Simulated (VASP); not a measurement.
# In8Sb3As5 (R3m) in VASP: band structure with PBEsol

Aim: the band structure of In8Sb3As5 with PBEsol.

Program: VASP 6.6.1. These are calculated values, not measurements. Logs are shortened: lines on timing, memory, paths and dates and some standing lists are left out, and cuts for length are marked.

## Step 1: The structure

It takes space group R3m (No. 160, trigonal). Conventional cell: a = 8.846 Å, b = 8.846 Å, c = 21.683 Å, α = 90.00°, β = 90.00°, γ = 120.00°. Around In (site symmetry m) lie 2 As at 2.65 Å and 2 Sb at 2.78 Å. In (site symmetry 3m) is surrounded by 1 As at 2.62 Å and 3 Sb at 2.76 Å. In (site symmetry m) is surrounded by 3 As at 2.67 to 2.68 Å and 1 Sb at 2.80 Å. In (site symmetry 3m) has 4 As at 2.70 to 2.71 Å as nearest neighbours. Around Sb (site symmetry m) lie 4 In at 2.76 to 2.80 Å. As (site symmetry 3m) is surrounded by 4 In at 2.65 to 2.71 Å. As (site symmetry 3m) is surrounded by 4 In at 2.62 to 2.68 Å. As (site symmetry m) has 4 In at 2.65 to 2.70 Å as nearest neighbours.

The cell was built by a generator and needn't be a form met in nature.

## Step 2: Band structure, PBEsol

INCAR

```
ALGO = Fast
EDIFF = 1E-6
ENCUT = 520
GGA = PS
ICORELEVEL = 1
ISIF = 2
ISMEAR = 0
KPAR = 4
LASPH = True
LCHARG = False
LREAL = False
LWAVE = False
NBANDS = 86
NELM = 80
PREC = Accurate
SIGMA = 0.03
```

KPOINTS

```
k-points
0
Gamma
  6 6 5
```

POSCAR

```
In8Sb3As5                               
1.0
   -6.2578966435      0.0030056697      6.2578966435
   -6.2548909739     -6.2548909739      0.0000000000
   -0.0000000000     -6.2548909739      6.2548909739
  In              Sb              As            
     8     3     5
Direct
     0.9902235118557724    0.5092850287601378    0.9912064306239591
     0.9858364485234807    0.0047211838255064    0.0047211838255064
     0.9902235118557724    0.5092850287601378    0.5092850287601378
     0.9902235118557724    0.9912064306239591    0.5092850287601378
     0.5136071111014127    0.4962902877724569    0.9950513005630652
     0.5136071111014127    0.9950513005630652    0.9950513005630652
     0.5012196413647485    0.4995934528784195    0.4995934528784195
     0.5136071111014127    0.9950513005630652    0.4962902877724569
     0.1263629947463588    0.1250599962099185    0.1250599962099185
     0.1263629947463588    0.6235170128338042    0.1250599962099185
     0.1263629947463588    0.1250599962099185    0.6235170128338042
     0.1260610981505526    0.6246463006164801    0.6246463006164801
     0.6231515355958057    0.1256161548013957    0.1256161548013957
     0.6243834744182649    0.6251237703466023    0.1253689848885377
     0.6243834744182649    0.1253689848885377    0.6251237703466023
     0.6243834744182649    0.6251237703466023    0.6251237703466023
```

KPOINTS_OPT

```
explicit points
6
Reciprocal
 0.0000000000  0.0000000000  0.0000000000 1
 0.3750000000  0.3750000000  0.7500000000 1
 0.5000000000  0.5000000000  0.5000000000 1
 0.6250000000  0.2500000000  0.6250000000 1
 0.5000000000  0.2500000000  0.7500000000 1
 0.5000000000  0.0000000000  0.5000000000 1
```

Potentials or basis: VASP PAW PBE potentials, release 64 (In_d, Sb, As).

The run is started by

```bash
> cat potpaw_PBE.64/In_d/POTCAR potpaw_PBE.64/Sb/POTCAR potpaw_PBE.64/As/POTCAR > POTCAR
> mpirun -np 4 vasp_std > vasp.out
```

OUTCAR:

```text
EDIFF = 1E-6
   ENCUT = 520
   GGA = PS
   ISIF = 2
   ISMEAR = 0
   LASPH = True
   LREAL = False
   NELM = 80
   PREC = Accurate

 ion  position               nearest neighbor table
   1  0.990  0.509  0.991-  14 2.65  12 2.65  10 2.78   9 2.78
   2  0.986  0.005  0.005-  13 2.62   9 2.76  11 2.76  10 2.76
   3  0.990  0.509  0.509-  16 2.65  12 2.65  10 2.78  11 2.78
   4  0.990  0.991  0.509-  15 2.65  12 2.65  11 2.78   9 2.78
   5  0.514  0.496  0.995-  14 2.67  16 2.67  13 2.68  10 2.80
   6  0.514  0.995  0.995-  14 2.67  15 2.67  13 2.68   9 2.80
[... 8 lines left out ...]
  15  0.624  0.125  0.625-   4 2.65   8 2.67   6 2.67   7 2.70
  16  0.624  0.625  0.625-   3 2.65   5 2.67   8 2.67   7 2.70

  LATTYP: Found a trigonal (rhomboedric) cell.
 ALAT       =     8.8500028156
 COS(alpha) =     0.5004802426

  Lattice vectors:

 A1 = (  -0.0030056696,   6.2578966436,   6.2578966435)
 A2 = (  -6.2578966435,   6.2578966436,   0.0030056696)
 A3 = (  -6.2578966435,   0.0030056697,   6.2578966435)

Analysis of symmetry for initial positions (statically):
=====================================================================
 Subroutine PRICEL returns:
 Original cell was already a primitive cell.

 Routine SETGRP: Setting up the symmetry group for a
 trigonal (rhombohedral) supercell.

 Subroutine GETGRP returns: Found  6 space group operations
 (whereof  6 operations were pure point group operations)
 out of a pool of 12 trial point group operations.

The static configuration has the point symmetry C_3v.

Analysis of symmetry for dynamics (positions and initial velocities):
=====================================================================
 Subroutine PRICEL returns:
 Original cell was already a primitive cell.

 Routine SETGRP: Setting up the symmetry group for a
 trigonal (rhombohedral) supercell.

 Subroutine GETGRP returns: Found  6 space group operations
 (whereof  6 operations were pure point group operations)
 out of a pool of 12 trial point group operations.

The dynamic configuration has the point symmetry C_3v.

 Subroutine INISYM returns: Found  6 space group operations
 (whereof  6 operations are pure point group operations),
 and found     1 'primitive' translations

----------------------------------------------------------------------------------------

                                     Primitive cell

  volume of cell :     489.7812

  direct lattice vectors                    reciprocal lattice vectors
    -6.257896643  0.003005670  6.257896643    -0.079879867  0.079879867  0.079879867
    -6.254890974 -6.254890974  0.000000000    -0.079956637 -0.079918252 -0.079918252
     0.000000000 -6.254890974  6.254890974     0.079918252 -0.079918252  0.079956637

  length of vectors
     8.850002816  8.845751646  8.845751646     0.138355989  0.138444638  0.138444638

  position of ions in fractional coordinates (direct lattice)
     0.990223512  0.509285029  0.991206431
     0.985836449  0.004721184  0.004721184
     0.990223512  0.509285029  0.509285029
     0.990223512  0.991206431  0.509285029
     0.513607111  0.496290288  0.995051301
     0.513607111  0.995051301  0.995051301
[... 8 lines left out ...]
     0.624383474  0.125368985  0.625123770
     0.624383474  0.625123770  0.625123770

  ion indices of the primitive-cell ions
   primitive index   ion index
                 1           1
                 2           2
                 3           3
                 4           4
                 5           5
                 6           6
[... 86 lines left out ...]
   k-points           NKPTS =     92   k-points in BZ     NKDIM =     92   number of bands    NBANDS=     86
   number of dos      NEDOS =    301   number of ions     NIONS =     16
   total plane-waves  NPLWV = 343000
   dimension x,y,z NGX =    70 NGY =   70 NGZ =   70
   dimension x,y,z NGXF=   140 NGYF=  140 NGZF=  140
   ions per type =               8   3   5
   NGX,Y,Z   is equivalent  to a cutoff of  13.15, 13.16, 13.16 a.u.
   NGXF,Y,Z  is equivalent  to a cutoff of  26.30, 26.31, 26.31 a.u.
 SYSTEM =  unknown system
   PREC   = accura    normal or accurate (medium, high low for compatibility)
   ISTART =      0    job   : 0-new  1-cont  2-samecut
   ICHARG =      2    charge: 1-file 2-atom 10-const
   ISPIN  =      1    spin polarized calculation?
   LNONCOLLINEAR =      F non collinear calculations
   LSORBIT =      F    spin-orbit coupling
   LASPH  =      T    aspherical Exc in radial PAW
   ENCUT  =  520.0 eV  38.22 Ry    6.18 a.u.  16.46 16.45 16.45*2*pi/ulx,y,z
   NELM   =     80;   NELMIN=  2; NELMDL= -5     # of ELM steps
   EDIFF  = 0.1E-05   stopping-criterion for ELM
   LREAL  =      F    real-space projection
   EDIFFG = 0.1E-04   stopping-criterion for IOM
   NSW    =      0    number of steps for IOM
   IBRION =     -1    ionic relax: 0-MD 1-quasi-New 2-CG
   NFREE  =      0    steps in history (QN), initial steepest desc. (CG)
   ISIF   =      2    stress and relaxation
   ISYM   =      2    0-nonsym 1-usesym 2-fastsym
   POTIM  = 0.5000    time-step for ionic-motion
   TEBEG  =    0.0;   TEEND  =   0.0 temperature during run
   PSTRESS=    0.0 pullay stress
   NELECT =     144.0000    total number of electrons
   NUPDOWN=      -1.0000    fix difference up-down
   EMIN   =  10.00;   EMAX   =-10.00  energy-range for DOS
   EFERMI =   0.00;   METHOD = LEGACY
   ISMEAR =     0;   SIGMA  =   0.03  broadening in eV -4-tet -1-fermi 0-gaus
   EFERMI_NEDOS =   21; number of points for ismear=-14 and -15
   IALGO  =     68    algorithm
   IMIX   =      4    mixing-type and parameters
     AMIX     =   0.40;   BMIX     =  1.00
     AMIX_MAG =   1.60;   BMIX_MAG =  1.00
  volume/ion in A,a.u.               =      30.61       206.58
  Fermi-wavevector in a.u.,A,eV,Ry     =   1.088583  2.057124 16.123085  1.185013
  Thomas-Fermi vector in A             =   2.224768
   LORBIT       =      0    0 simple, 1 ext, 2 COOP (PROOUT), +10 PAW based schemes
   GGA     = PS    functional components
   LHFCALC =     F    Hartree Fock is set to
   AEXX    =    0.0000 exact exchange contribution
   IVDW    =     0    specifies the selected vdW correction
   LEPSILON=     F    determine dielectric tensor
   LRPA    =     F    only Hartree local field effects (RPA)
 non-spin polarized calculation
 RMM-DIIS sequential band-by-band and
 Gauss-broadening in eV      SIGMA  =   0.03
  energy-cutoff  :      520.00
  volume of cell :      489.78
 maximum number of plane-waves:     13323
 NGX is ok and might be reduce to    70
   NGX = 33   NGY = 33   NGZ = 33

 number of electron     144.0000006 magnetization

 Free energy of the ion-electron system (eV)
  ---------------------------------------------------
  ext. energy  EPLUGINS =         0.00000000
  ---------------------------------------------------
  free energy    TOTEN  =       -65.17742798 eV

  energy without entropy =      -65.17723960  energy(sigma->0) =      -65.17733379

 the core state eigenenergies are
   1-  1s -27739.1724  2s  -4145.6965  2p  -3719.6785  3s   -779.6048  3p   -640.1594
       3d   -423.8339  4s   -110.8455  4p    -69.3127
   2-  1s -27739.0504  2s  -4145.5864  2p  -3719.5674  3s   -779.4951  3p   -640.0497
       3d   -423.7248  4s   -110.7361  4p    -69.2032
   3-  1s -27739.1724  2s  -4145.6965  2p  -3719.6785  3s   -779.6048  3p   -640.1594
       3d   -423.8339  4s   -110.8455  4p    -69.3127
   4-  1s -27739.1724  2s  -4145.6965  2p  -3719.6785  3s   -779.6048  3p   -640.1594
       3d   -423.8339  4s   -110.8455  4p    -69.3127
   5-  1s -27739.2993  2s  -4145.8112  2p  -3719.7943  3s   -779.7187  3p   -640.2734
       3d   -423.9472  4s   -110.9582  4p    -69.4255
   6-  1s -27739.2993  2s  -4145.8112  2p  -3719.7943  3s   -779.7187  3p   -640.2734
       3d   -423.9472  4s   -110.9582  4p    -69.4255
   7-  1s -27739.4328  2s  -4145.9320  2p  -3719.9163  3s   -779.8380  3p   -640.3927
       3d   -424.0661  4s   -111.0753  4p    -69.5425
   8-  1s -27739.2993  2s  -4145.8112  2p  -3719.7943  3s   -779.7187  3p   -640.2734
       3d   -423.9472  4s   -110.9582  4p    -69.4255
   9-  1s -30287.9055  2s  -4599.8810  2p  -4127.9853  3s   -893.6362  3p   -739.8888
       3d   -505.4573  4s   -138.7535  4p    -91.7345  4d    -23.5755
  10-  1s -30287.9055  2s  -4599.8810  2p  -4127.9853  3s   -893.6362  3p   -739.8888
       3d   -505.4573  4s   -138.7535  4p    -91.7345  4d    -23.5755
  11-  1s -30287.9055  2s  -4599.8810  2p  -4127.9853  3s   -893.6362  3p   -739.8888
       3d   -505.4573  4s   -138.7535  4p    -91.7345  4d    -23.5755
  12-  1s -11707.6591  2s  -1476.2179  2p  -1293.0478  3s   -180.1290  3p   -123.5068
       3d    -30.5264
  13-  1s -11707.6574  2s  -1476.2163  2p  -1293.0463  3s   -180.1276  3p   -123.5055
       3d    -30.5251
  14-  1s -11707.7226  2s  -1476.2785  2p  -1293.1089  3s   -180.1828  3p   -123.5604
       3d    -30.5791
  15-  1s -11707.7226  2s  -1476.2785  2p  -1293.1089  3s   -180.1828  3p   -123.5604
       3d    -30.5791
  16-  1s -11707.7226  2s  -1476.2785  2p  -1293.1089  3s   -180.1828  3p   -123.5604
       3d    -30.5791

 E-fermi :   4.5672     XC(G=0):  -9.0305

 val. band max:        4.5671740583   @ k =   0.0000   0.0000   0.0000
 cond. band min:       4.7173432822   @ k =   0.1667   0.0000   0.0000
 fundamental gap:      0.1501692239
 Fermi energy:         4.5671827521

 k-point     1 :       0.0000    0.0000    0.0000
  band No.  band energies     occupation
      1     -10.1728      2.00000
      2     -10.1728      2.00000
      3     -10.1600      2.00000
      4     -10.1034      2.00000
      5     -10.0599      2.00000
      6     -10.0446      2.00000
[... 2077 lines left out ...]
     83       8.0569      0.00000
     84       8.0766      0.00000

 [... further k-points ...]

 [bands above 84 left out]

------------------------ aborting loop because EDIFF is reached ----------------------------------------

  FORCE on cell =-STRESS in cart. coord.  units (eV):
  Direction    XX          YY          ZZ          XY          YZ          ZX
  --------------------------------------------------------------------------------------
  -------------------------------------------------------------------------------------
  Total       -0.1078290     -0.1078290     -0.1078290     -0.0055577      0.0055577     -0.0055577
  in kB       -0.3527314     -0.3527314     -0.3527314     -0.0181803      0.0181803     -0.0181803
  external PRESSURE =      -0.3527314 kB  Pullay stress =       0.0000000 kB

 VOLUME and BASIS-vectors are now :
 -----------------------------------------------------------------------------
  energy-cutoff  :      520.00
  volume of cell :      489.78
      direct lattice vectors                 reciprocal lattice vectors
    -6.257896643  0.003005670  6.257896643    -0.079879867  0.079879867  0.079879867
    -6.254890974 -6.254890974  0.000000000    -0.079956637 -0.079918252 -0.079918252
     0.000000000 -6.254890974  6.254890974     0.079918252 -0.079918252  0.079956637

 POSITION                                       TOTAL-FORCE (eV/Angst)
 -----------------------------------------------------------------------------------
     -9.38224     -9.38243     12.39660        -0.000900      0.000900      0.001927
     -6.19879     -0.05610      6.19879         0.002233     -0.002233     -0.002233
     -9.38224     -6.36807      9.38224        -0.000900      0.001927      0.000900
    -12.39660     -9.38243      9.38224        -0.001927      0.000900      0.000900
     -6.31834     -9.32664      9.43804         0.000677     -0.003067     -0.003067
     -9.43804    -12.44633      9.43804         0.003067     -0.000677     -0.003067
[... 8 lines left out ...]
     -4.69150     -4.69237      7.81741        -0.001193      0.001457      0.001457
     -7.81741     -7.81829      7.81741        -0.001457      0.001193      0.001457
 -----------------------------------------------------------------------------------
    total drift:                                0.001026     -0.001023     -0.001025

  FREE ENERGIE OF THE ION-ELECTRON SYSTEM (eV)
  ---------------------------------------------------
  free  energy   TOTEN  =       -65.1774279752 eV

  energy  without entropy=      -65.1772396015  energy(sigma->0) =      -65.17733379
```

Run time: 42 min. Hardware: 4 MPI ranks of Intel Xeon Platinum 8488C (Sapphire Rapids), shared host; peak memory 4.1 GiB.

What came out:

```
Free energy             : -65.1774 eV
Pressure                : 0.0 GPa
Largest force           : 0.005 eV/Å
Band gap along the path : none (metal or under the smearing width)
```

Forces on the atoms (eV/Å):
```
In  -0.001  0.001  0.002
In   0.002 -0.002 -0.002
In  -0.001  0.002  0.001
In  -0.002  0.001  0.001
In   0.001 -0.003 -0.003
In   0.003 -0.001 -0.003
In  -0.003  0.003  0.003
In   0.003 -0.003 -0.001
Sb   0.002  0.002 -0.002
Sb  -0.002 -0.002 -0.002
Sb   0.002 -0.002  0.002
As  -0.002  0.002  0.002
As   0.001 -0.001 -0.001
As  -0.001  0.001  0.001
As  -0.001  0.001  0.001
As  -0.001  0.001  0.001
```

Levels at points of the mesh, in eV from the Fermi level:
| k point | band 68 | band 69 | band 70 | band 71 | band 72 | band 73 | band 74 | band 75 | band 76 | band 77 |
| --- | --- | --- | --- | --- | --- | --- | --- | --- | --- | --- |
| (0.00, 0.00, 0.00) | -0.98 | -0.98 | -0.82 | -0.16 | 0.00 | 0.00 | 0.23 | 0.54 | 0.54 | 0.81 |
| (0.50, 0.00, 0.00) | -1.49 | -1.03 | -1.03 | -0.35 | -0.35 | 0.37 | 1.19 | 1.60 | 1.60 | 1.61 |
| (0.00, 0.50, 0.00) | -1.65 | -0.78 | -0.77 | -0.63 | -0.49 | 0.59 | 0.86 | 1.70 | 1.73 | 1.79 |
| (0.50, 0.50, 0.00) | -1.45 | -1.19 | -1.19 | -1.08 | -0.84 | 1.68 | 1.72 | 1.79 | 1.95 | 2.08 |

Core levels (eV, on the scale of the bands):
```
atom                                                                                     levels
1 In  1s -27739.2, 2s -4145.7, 2p -3719.7, 3s -779.6, 3p -640.2, 3d -423.8, 4s -110.8, 4p -69.3
2 In  1s -27739.1, 2s -4145.6, 2p -3719.6, 3s -779.5, 3p -640.0, 3d -423.7, 4s -110.7, 4p -69.2
3 In  1s -27739.2, 2s -4145.7, 2p -3719.7, 3s -779.6, 3p -640.2, 3d -423.8, 4s -110.8, 4p -69.3
4 In  1s -27739.2, 2s -4145.7, 2p -3719.7, 3s -779.6, 3p -640.2, 3d -423.8, 4s -110.8, 4p -69.3
5 In  1s -27739.3, 2s -4145.8, 2p -3719.8, 3s -779.7, 3p -640.3, 3d -423.9, 4s -111.0, 4p -69.4
6 In  1s -27739.3, 2s -4145.8, 2p -3719.8, 3s -779.7, 3p -640.3, 3d -423.9, 4s -111.0, 4p -69.4
```

Caveat: the PAW data sets were made with another functional, which shifts forces and pressure a little; spin-orbit coupling is left out, which moves the levels of the heavy elements.
